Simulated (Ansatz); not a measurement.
Here is an Ansatz 0.2.0 calculation.

File input.yaml:

```yaml
crystal:
  lattice:
    - [0.0, 2.82685, 2.82685]
    - [2.82685, 0.0, 2.82685]
    - [2.82685, 2.82685, 0.0]
  atoms:
    - { symbol: As, position: [0.75, 0.75, 0.75] }
    - { symbol: Ga, position: [0.0, 0.0, 0.0] }
kpoints:
  mp_grid: { grid: [8, 8, 8] }
scf:
  occupations: { method: gaussian, width: 0.013 }
hamiltonian:
  xc: pbe
  pseudopotentials: { kind: all_electron, lapw: { basis_error: 0.001 } }
output:
  forces: true
  stress: true
  eigenvalues: true
```

Potentials or basis: all-electron LAPW, scalar-relativistic.

The run is started by

```bash
$ ansatz run input.yaml --threads 1 --pin off --max-ram 3072MiB --backend cpu --events-out ev --progress --plain --runs-dir out
```

(1) Estimate the pressure.

(2) Estimate the band gap on the k mesh.

## Answers

(1) 3.3 GPa.

(2) 0.52 eV, direct.

**What was measured.**

From “Evidence of valence band perturbations in GaAsN/GaAs(001): A combined variable-angle spectroscopic ellipsometry and modulated photoreflectance investigation”, 2008, arxiv:0805.2212, for a bulk crystal of GaAs at 300 K: band gap 1.418 ± 0.005 eV (direct).

Measured gap of GaAs: 1.418 eV (direct; 300 K; “Evidence of valence band perturbations in GaAsN/GaAs(001): A combined variable-angle spectroscopic ellipsometry and modulated photoreflectance investigation”, 2008, arxiv:0805.2212). This calculation gives 0.52 eV (-0.90 eV). 3 values of this kind are on record (1.412 to 1.51 eV); this one was drawn at random among those near their median, those with a stated uncertainty first. Spin-orbit coupling on As, Ga is left out. The value is that of PBE on a finite k mesh, which can miss the band edges, without temperature or zero-point motion. Semilocal functionals fall short of measured gaps as a rule.
